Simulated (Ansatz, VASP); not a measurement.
# KMgF3: VASP beside Ansatz

Contents of POSCAR:

```
KMgF3
1.0
    3.9400284143      0.0000000000      0.0000000000
    0.0000000000      3.9400284143      0.0000000000
    0.0000000000      0.0000000000      3.9400284143
K Mg F
1 1 3
Direct
    0.5000000000      0.5000000000      0.5000000000
    0.0000000000      0.0000000000      0.0000000000
    0.5000000000      0.0000000000      0.0000000000
    0.0000000000      0.5000000000      0.0000000000
    0.0000000000      0.0000000000      0.5000000000
```

INCAR.step1

```
PREC = Accurate
ENCUT = 520
ISMEAR = 0
SIGMA = 0.01
LREAL = F
LASPH = T
NELM = 100
NBANDS = 24
GGA = PE
ALGO = Normal
EDIFF = 1E-4
LWAVE = T
LCHARG = F
```

Contents of INCAR.step2:

```
PREC = Accurate
ENCUT = 520
EDIFF = 1E-6
ISMEAR = 0
SIGMA = 0.01
LREAL = F
LASPH = T
NELM = 100
ALGO = Normal
ISIF = 2
LWAVE = F
LCHARG = F
METAGGA = R2SCAN
LMIXTAU = T
NBANDS = 24
ISTART = 1
```

KPOINTS

```
Automatic mesh
0
Gamma
  6 6 6
```

Input for Ansatz:

```yaml
crystal:
  lattice:
    - [3.9400284143, 0.0, 0.0]
    - [0.0, 3.9400284143, 0.0]
    - [0.0, 0.0, 3.9400284143]
  atoms:
    - { symbol: K, position: [0.5, 0.5, 0.5] }
    - { symbol: Mg, position: [0.0, 0.0, 0.0] }
    - { symbol: F, position: [0.5, 0.0, 0.0] }
    - { symbol: F, position: [0.0, 0.5, 0.0] }
    - { symbol: F, position: [0.0, 0.0, 0.5] }
kpoints:
  mp_grid: { grid: [6, 6, 6] }
hamiltonian:
  xc: r2scan
scf:
  occupations: { method: fixed }
  n_extra_bands: 5
output:
  forces: true
  stress: true
  eigenvalues: true
```

Alike in both runs: task single point; functional r2SCAN; k mesh 6 × 6 × 6; no spin polarisation.

|  | VASP | Ansatz |
| --- | --- | --- |
| version | VASP 6.6.1 | Ansatz 0.2.0 |
| potentials or method | VASP PAW PBE potentials, release 64 (K_sv, Mg, F) | plane waves, PAW |
| plane-wave cutoff (eV) | 520 | 500 |
| occupations | gaussian, width 0.01 eV | fixed |
| valence electrons in the cell | 32 | 40 |

|  | VASP | Ansatz | Ansatz less VASP |
| --- | --- | --- | --- |
| gap on the k mesh at the Fermi level (eV) | 8.53 | 8.55 | +0.020 |
| pressure (GPa) | 2.0 | 2.6 | +0.62 |

The two sets of potentials don't hold the same shells in valence.

Caveats: the PAW data sets were made with another functional, which shifts forces and pressure a little (VASP). r2SCAN opens gaps a little over a GGA but as a rule still falls short of measured ones. A k mesh can miss the band edges.
